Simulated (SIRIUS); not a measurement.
# TePb: single point with PBE

The system is TePb.

```
CELL_PARAMETERS angstrom
0.00000 3.22700 3.22700
3.22700 0.00000 3.22700
3.22700 3.22700 0.00000
ATOMIC_POSITIONS crystal
Te 0.51079 0.49069 0.50348
Pb 0.98921 0.00931 0.99652
```

The cell isn't the ideal one: all Pb atoms moved 0.1 Å in one direction.

```
Program             : SIRIUS 7.12.0
Task                : single point
Functional          : PBE
Potentials or basis : PseudoDojo 0.4.1 PBE standard (scalar relativistic)
Cutoff              : 1102 eV
Density cutoff      : 4408 eV
k mesh              : 7 × 7 × 7
Occupations         : fermi-dirac, width 0.05 eV
Spin                : no spin polarisation
```

```
Pressure               : 2.4 GPa
Largest force          : 0.083 eV/Å
Band gap on the k mesh : 1.03 eV
```

Forces in eV/Å, atoms in the order of the input:
```
Te   0.029 -0.077 -0.007
Pb  -0.029  0.077  0.007
```

Stress tensor (GPa, compression positive):
```
 2.35 -0.02  0.00
-0.02  2.64  0.01
 0.00  0.01  2.30
```

Run time: 9.3 min on 1 thread of Intel(R) Xeon(R) Platinum 8259CL CPU @ 2.50GHz (Skylake/Cascade Lake), with other jobs on the host, peak memory 1.9 GiB.

Caveat: spin-orbit coupling is left out, which as a rule narrows the gap of such compounds by several tenths of an eV; an odd mesh through Γ misses points on the zone boundary, where band edges often lie.
